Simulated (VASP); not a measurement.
# C (Cmme) in VASP: a series of runs, part 2 of 2

VASP 6.6.1. Earlier steps stand in the parts before.

## Step 3: Dielectric tensor, LDA

File INCAR:

```
PREC = Accurate
ENCUT = 520
EDIFF = 1E-8
ISMEAR = 0
SIGMA = 0.02
LREAL = F
LASPH = T
NELM = 80
ALGO = Normal
ISIF = 2
LWAVE = F
LCHARG = F
LEPSILON = T
KPAR = 4
```

File KPOINTS:

```
Automatic mesh
0
Gamma
  12 12 4
```

File POSCAR:

```
C
1.0
    1.2280479700     -2.1270618200      0.0000000000
    1.2280479700      2.1270618200      0.0000000000
    0.0000000000      0.0000000000      7.1732677600
C
4
Direct
    0.9166205400      0.0833794600      0.7531376000
    0.4166205400      0.5833794600      0.2468624000
    0.0833794600      0.9166205400      0.2468624000
    0.5833794600      0.4166205400      0.7531376000
```

Potentials or basis: VASP PAW LDA potentials, release 64 (C).

The run is started by

```console
$ cat potpaw_LDA.64/C/POTCAR > POTCAR
$ mpirun -np 4 vasp_std > vasp.out
```

OUTCAR:

```text
PREC = Accurate
   ENCUT = 520
   EDIFF = 1E-8
   ISMEAR = 0
   LREAL = F
   LASPH = T
   NELM = 80
   ISIF = 2
   LEPSILON = T

 ion  position               nearest neighbor table
   1  0.917  0.083  0.753-   4 1.42   4 1.42   4 1.42
   2  0.417  0.583  0.247-   3 1.42   3 1.42   3 1.42
   3  0.083  0.917  0.247-   2 1.42   2 1.42   2 1.42
   4  0.583  0.417  0.753-   1 1.42   1 1.42   1 1.42

  LATTYP: Found a hexagonal cell.
 ALAT       =     2.4561135566
 C/A-ratio  =     2.9205765918

  Lattice vectors:

 A1 = (   1.2280479700,  -2.1270618200,   0.0000000000)
 A2 = (   1.2280479700,   2.1270618200,   0.0000000000)
 A3 = (   0.0000000000,   0.0000000000,   7.1732677600)

[... 622 lines left out ...]
           9.028305     0.000000     0.000000
           0.000000 24058.301954    -0.000000
           0.000000    -0.000000   491.371840
 ------------------------------------------------------

 PIEZOELECTRIC TENSOR (including local field effects)  for field in x, y, z        (e  Angst)
          XX          YY          ZZ          XY          YZ          ZX
  --------------------------------------------------------------------------------
  x     0.00000     0.00000     0.00000     0.00000     0.00000     0.00000
  y     0.00000     0.00000     0.00000     0.00000     0.00000     0.00000
  z     0.00000     0.00000     0.00000     0.00000     0.00000     0.00000

 PIEZOELECTRIC TENSOR (including local field effects)  for field in x, y, z        (C/m^2)
          XX          YY          ZZ          XY          YZ          ZX
  --------------------------------------------------------------------------------
  x     0.00000     0.00000     0.00000     0.00000     0.00000     0.00000
  y     0.00000     0.00000     0.00000     0.00000     0.00000     0.00000
  z     0.00000     0.00000     0.00000     0.00000     0.00000     0.00000

 BORN EFFECTIVE CHARGES (including local field effects) (in |e|, cummulative output)
 ---------------------------------------------------------------------------------
 ion    1
    1     0.00000     0.00000     0.00000
    2     0.00000     0.00000    -7.54373
    3     0.00000    -4.75739     0.00000
 ion    2
    1     0.00000     0.00000     0.00000
    2     0.00000     0.00000     7.54373
    3     0.00000     4.75739     0.00000
 ion    3
    1     0.00000     0.00000     0.00000
    2     0.00000     0.00000    -7.54373
    3     0.00000    -4.75739     0.00000
 ion    4
    1     0.00000     0.00000     0.00000
    2     0.00000     0.00000     7.54373
    3     0.00000     4.75739     0.00000
```

OSZICAR:

```text
N       E                     dE             d eps       ncg     rms          rms(c)
DAV:   1     0.466629465807E+02    0.46663E+02   -0.83045E+03  3128   0.122E+03
DAV:   2    -0.392849483328E+02   -0.85948E+02   -0.78553E+02  4428   0.230E+02
[... 12 lines left out ...]
RMM:   8    -0.515159092380E+02    0.19633E-02   -0.40513E-03  5617   0.388E-02    0.765E-03
RMM:   9    -0.515163175754E+02   -0.40834E-03   -0.15531E-03  5658   0.125E-02    0.346E-03
RMM:  10    -0.515170049322E+02   -0.68736E-03   -0.28738E-03  5682   0.447E-03    0.589E-04
RMM:  11    -0.515173227370E+02   -0.31780E-03   -0.31717E-03  5779   0.154E-03    0.132E-04
RMM:  12    -0.515168198873E+02    0.50285E-03    0.62604E-04  5386   0.104E-03    0.157E-05
RMM:  13    -0.515165154432E+02    0.30444E-03    0.13023E-03  3905   0.891E-04    0.107E-05
RMM:  14    -0.515162110702E+02    0.30437E-03    0.50334E-03  3264   0.878E-04    0.140E-06
```

stdout:

```text
POSCAR found type information on POSCAR C
 POSCAR found :  1 types and       4 ions
 scaLAPACK will be used
 LDA part: xc-table for (Slater(with rela. corr.)+CA(PZ))
 , standard interpolation
 POSCAR, INCAR and KPOINTS ok, starting setup
 FFT: planning ... GRIDC
 FFT: planning ... GRID_SOFT
 FFT: planning ... GRID
 WAVECAR not read
 entering main loop
 Linear response reoptimize wavefunctions to high precision
 Linear response G [H, r] |phi>, progress :
  Direction:   1
 Linear response G [H, r] |phi>, progress :
  Direction:   2
 Linear response G [H, r] |phi>, progress :
  Direction:   3
 Linear response to external field (no local field effect), progress :
  Direction:   1
 dielectric tensor                  component  1 :     9.103    -1.138    -0.207
 Linear response to external field (no local field effect), progress :
  Direction:   2
 dielectric tensor                  component  2 :    -1.138 24065.847     0.040
 Linear response to external field (no local field effect), progress :
  Direction:   3
 dielectric tensor                  component  3 :    -0.207     0.040   939.121
 Linear response to external field, progress :
  Direction:   1
 dielectric tensor                  component  1 :     9.028    -1.136    -0.207
 Linear response to external field, progress :
  Direction:   2
 dielectric tensor                  component  2 :    -1.942 24058.302     0.041
 Linear response to external field, progress :
  Direction:   3
 dielectric tensor                  component  3 :    -0.475     0.041   491.372
 Born effective charges drift removed
```

It took 3.4 min on 4 MPI ranks of Intel Xeon Platinum 8375C at 2.90GHz (Ice Lake), shared host; peak memory 0.25 GiB.

What came out:

```yaml
Band_gap_on_the_k_mesh: 0.02 eV
Electronic_dielectric_tensor_diagonal: 9.03, 24058.30, 491.37
Born_charges_mean_of_the_diagonal: C +0.00 e
```

Electronic dielectric tensor:
```
    9.03     0.00     0.00
    0.00 24058.30     0.00
    0.00     0.00   491.37
```

Born effective charge tensors (e):
atom 1, C
```
 0.00  0.00  0.00
 0.00  0.00 -7.54
 0.00 -4.76  0.00
```
atom 2, C
```
0.00 0.00 0.00
0.00 0.00 7.54
0.00 4.76 0.00
```
atom 3, C
```
 0.00  0.00  0.00
 0.00  0.00 -7.54
 0.00 -4.76  0.00
```
atom 4, C
```
0.00 0.00 0.00
0.00 0.00 7.54
0.00 4.76 0.00
```

Caveat: the gap is small at this level, which inflates the dielectric constant. A k mesh can miss the band edges.

## Step 4: G0W0 quasiparticle levels, LDA

POSCAR is that of step 3.

File INCAR.step1:

```
PREC = Accurate
ENCUT = 500
EDIFF = 1E-8
ISMEAR = 0
SIGMA = 0.01
LREAL = False
LASPH = True
NELM = 60
ALGO = Normal
LWAVE = True
LCHARG = False
KPAR = 4
```

File INCAR.step2:

```
PREC = Accurate
ENCUT = 500
EDIFF = 1E-8
ISMEAR = 0
SIGMA = 0.01
LREAL = False
LASPH = True
NELM = 1
ALGO = Exact
LWAVE = True
LCHARG = False
NBANDS = 248
LOPTICS = True
ISTART = 1
KPAR = 4
```

File INCAR.step3:

```
PREC = Accurate
ENCUT = 500
EDIFF = 1E-8
ISMEAR = 0
SIGMA = 0.01
LREAL = False
LASPH = True
ALGO = EVGW0
LWAVE = False
LCHARG = False
NELMGW = 1
NBANDS = 248
ENCUTGW = 200
NOMEGA = 50
PRECFOCK = Fast
ISTART = 1
NBANDSGW = 16
KPAR = 4
```

File KPOINTS:

```
regular mesh
0
Gamma
  6 6 2
```

Potentials or basis: VASP PAW LDA potentials, release 64 (C_GW).

The run is started by

```console
$ cat potpaw_LDA.64/C_GW/POTCAR > POTCAR
$ cp INCAR.step1 INCAR
$ mpirun -np 4 vasp_std > vasp.out
$ cp INCAR.step2 INCAR
$ mpirun -np 4 vasp_std > vasp.out
$ cp INCAR.step3 INCAR
$ mpirun -np 4 vasp_std > vasp.out
```

OUTCAR:

```text
PREC = Accurate
   ENCUT = 500
   EDIFF = 1E-8
   ISMEAR = 0
   LREAL = False
   LASPH = True
   NELMGW = 1
   ENCUTGW = 200
   PRECFOCK = Fast
   ISTART = 1

 ion  position               nearest neighbor table
   1  0.917  0.083  0.753-   4 1.42   4 1.42   4 1.42
   2  0.417  0.583  0.247-   3 1.42   3 1.42   3 1.42
   3  0.083  0.917  0.247-   2 1.42   2 1.42   2 1.42
   4  0.583  0.417  0.753-   1 1.42   1 1.42   1 1.42

  LATTYP: Found a hexagonal cell.
 ALAT       =     2.4561135566
 C/A-ratio  =     2.9205765918

  Lattice vectors:

 A1 = (   1.2280479700,  -2.1270618200,   0.0000000000)
[... 178 lines left out ...]
   NELMGW              =     1    number of iterations in solving QP/BSE equation
   NELMHF              =     1    number of iterations in the inner HF iteration
   NKREDLFX            =     1    NKREDLFY  =   1   NKREDLFZ  =   1
 non-spin polarized calculation
 Gauss-broadening in eV      SIGMA  =   0.01
  energy-cutoff  :      500.00
  volume of cell :       37.48
 maximum number of plane-waves:       986
 NGX is ok and might be reduce to    18
  NGX = 10; NGY = 10; NGZ = 30
   NGX =  9   NGY =  9   NGZ = 27
 maximum number of plane-waves:       252

 QP shifts <psi_nk| G(iteration)W_0 |psi_nk>: iteration 1
 for sc-GW calculations column KS-energies equals QP-energies in previous step
 and V_xc(KS)=  KS-energies - (<T + V_ion + V_H > + <T+V_H+V_ion>^1  + <V_x>^1)

 k-point   1 :       0.0000    0.0000    0.0000
  band No.  KS-energies  QP-energies   sigma(KS)   V_xc(KS)     V^pw_x(r,r')   Z            occupation Imag(sigma)

      1     -15.4073     -16.6678     -16.8339     -15.0564     -25.2465       0.7092       2.0000       1.6224
      2     -15.2183     -16.4689     -17.0389     -15.2516     -25.3979       0.6998       2.0000       1.5408
      3      -4.3461      -4.8367     -13.0544     -12.3952     -17.6000       0.7442       2.0000       0.8954
      4      -2.8890      -3.3078     -14.3215     -13.7395     -18.3498       0.7196       2.0000       0.5544
      5       1.0315       0.4286     -18.2195     -17.4532     -21.1255       0.7869       2.0000       0.1826
      6       1.0378       0.4381     -18.2191     -17.4522     -21.1222       0.7820       2.0000       0.1813
[... 456 lines left out ...]
      3      -7.2407      -8.3047     -17.4365     -16.0273     -22.9956       0.7550       2.0000       0.7560
      4      -7.2314      -8.2862     -17.4463     -16.0360     -22.9978       0.7479       2.0000       0.7512
      5      -3.9912      -4.7476     -17.4144     -16.3956     -21.7951       0.7424       2.0000       0.4089
      6      -3.9856      -4.7355     -17.4207     -16.4013     -21.7981       0.7357       2.0000       0.4067
[... 8 lines left out ...]
     15      17.4197      17.8859      -8.9345      -9.4978      -3.2109       0.8277       0.0000      -0.4689
     16      17.4628      17.9825      -9.0949      -9.7219      -3.3266       0.8287       0.0000      -0.4558

 [... further k-points ...]
```

OUTCAR.step2:

```text
PREC = Accurate
   ENCUT = 500
   EDIFF = 1E-8
   ISMEAR = 0
   LREAL = False
[... 1120 lines left out ...]
     0.00000     5.67601   173.94514     2.83989     0.00000     0.00000     0.00000
     2.55374     7.31661    -1.35689     2.98386     0.00000     0.00000     0.00000
     5.10747    -0.01743    -2.22271     2.93808     0.00000    -0.00000     0.00000
     7.66121     1.86356     0.94157     3.77804     0.00000    -0.00000     0.00000
    10.21495     3.50736     3.24642    10.34448     0.00000    -0.00000     0.00000
    12.76868    -1.29632    -1.64954     4.99419     0.00000    -0.00000     0.00000
[... 92 lines left out ...]
   250.26622     0.99070     0.98983     0.99036     0.00000    -0.00000     0.00000
   252.81996     0.99089     0.99004     0.99056     0.00000    -0.00000     0.00000
```

Run time: 3 min. Hardware: 4 MPI ranks of Intel Xeon Platinum 8488C (Sapphire Rapids), shared host; peak memory 0.69 GiB.

What came out:

```yaml
Band_gap_on_the_k_mesh_mean-field_level: 0.02 eV
Quasiparticle_gap: 0.10 eV
Least_direct_quasiparticle_gap: 0.10 eV
```

Caveat: the k mesh is coarse (spacing up to 0.49 Å⁻¹), so the values aren't converged; bands, screening cutoff and mesh are small and nothing is extrapolated, so the quasiparticle values aren't converged.
